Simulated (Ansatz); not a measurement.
# Relaxing SiO$_{2}$

The calculation used Ansatz 0.2.0, DFT LDA, scalar-relativistic, plane waves, PAW. (420 eV cutoff, 6×6×4 k-mesh, Gaussian smearing of 0.02 eV, no spin polarisation)

What was changed: biaxial strain in the a-b plane, c and atoms relaxed: -4.5 %.

Command:

```bash
ansatz run input.yaml --threads 1 --pin off --max-ram 2560MiB --backend cpu --events-out ev --progress --plain --runs-dir out
```

Input:

```yaml
crystal:
  lattice:
    - [4.7070868508, 0.0, 0.0]
    - [0.0, 4.7070868508, 0.0]
    - [0.0, 0.0, 7.4856038425]
  atoms:
    - { symbol: Si, position: [0.0, 0.0, 0.0] }
    - { symbol: Si, position: [0.0, 0.5, 0.25] }
    - { symbol: Si, position: [0.5, 0.5, 0.5] }
    - { symbol: Si, position: [0.5, 0.0, 0.75] }
    - { symbol: O, position: [0.1168563218, 0.25, 0.125] }
    - { symbol: O, position: [0.25, 0.6168563218, 0.375] }
    - { symbol: O, position: [0.75, 0.3831436782, 0.375] }
    - { symbol: O, position: [0.8831436782, 0.75, 0.125] }
    - { symbol: O, position: [0.6168563218, 0.75, 0.625] }
    - { symbol: O, position: [0.75, 0.1168563218, 0.875] }
    - { symbol: O, position: [0.25, 0.8831436782, 0.875] }
    - { symbol: O, position: [0.3831436782, 0.25, 0.625] }
basis:
  ecutwfc: 420
kpoints:
  mp_grid: { grid: [6, 6, 4] }
hamiltonian:
  xc: lda
scf:
  occupations: { method: gaussian, width: 0.02 }
output:
  forces: true
  stress: true
  eigenvalues: true
relax:
  adjacent_minimum: "off"
  f_tol: 0.008
  max_steps: 40
  cell: { stress_tol: 0.015, fix: [a, b, gamma] }
```

F is the free energy. Steps run on the plane waves of an earlier cell, but the last one, and at times one on the way, on a freshly chosen basis, so a repeated geometry can differ a little in energy. The held parts of the cell keep their stress, so P needn't end at zero.

Steps:

| step | F − F(1) (eV) | largest force component (eV/Å) | V (Å³/atom) | P (GPa) |
| --- | --- | --- | --- | --- |
| 1 | 0.0000 | 0.228 | 13.821 | 3.17 |
| 2 | -0.0075 | 0.178 | 13.834 | 2.53 |
| 3 | -0.0239 | 0.018 | 13.817 | 0.77 |
| 4 | -0.0305 | 0.008 | 13.762 | 0.71 |
| 5 | -0.0360 | 0.001 | 13.696 | 1.09 |
| 6 | -0.0363 | 0.000 | 13.691 | 1.09 |
| 7 | -0.0292 | 0.000 | 13.691 | 1.02 |
| 8 | -0.0302 | 0.000 | 13.676 | 1.07 |
| 9 | -0.0293 | 0.000 | 13.676 | 1.07 |

Relaxed structure:

```yaml
crystal:
  lattice:
    - [4.70709, 0.00000, 0.00000]
    - [0.00000, 4.70709, 0.00000]
    - [0.00000, 0.00000, 7.40683]
  atoms:
    - { symbol: Si, position: [0.00000, 0.00000, 0.00000] }
    - { symbol: Si, position: [0.00000, 0.50000, 0.25000] }
    - { symbol: Si, position: [0.50000, 0.50000, 0.50000] }
    - { symbol: Si, position: [0.50000, 0.00000, 0.75000] }
    - { symbol: O, position: [0.12516, 0.25000, 0.12500] }
    - { symbol: O, position: [0.25000, 0.62516, 0.37500] }
    - { symbol: O, position: [0.75000, 0.37484, 0.37500] }
    - { symbol: O, position: [0.87484, 0.75000, 0.12500] }
    - { symbol: O, position: [0.62516, 0.75000, 0.62500] }
    - { symbol: O, position: [0.75000, 0.12516, 0.87500] }
    - { symbol: O, position: [0.25000, 0.87484, 0.87500] }
    - { symbol: O, position: [0.37484, 0.25000, 0.62500] }
```

The structure is tetragonal, space group I-42d (No. 122). Conventional cell: a = 4.707 Å, b = 4.707 Å, c = 7.407 Å, α = 90.00°, β = 90.00°, γ = 90.00°. Si (site symmetry -4) has 4 O at 1.61 Å as nearest neighbours. Around O (site symmetry 2) lie 2 Si at 1.61 Å.

The run converged. The run took 3.5 min on 1 thread of Intel(R) Xeon(R) Platinum 8375C CPU @ 2.90GHz (Ice Lake), with other jobs on the host, peak memory 0.5 GiB.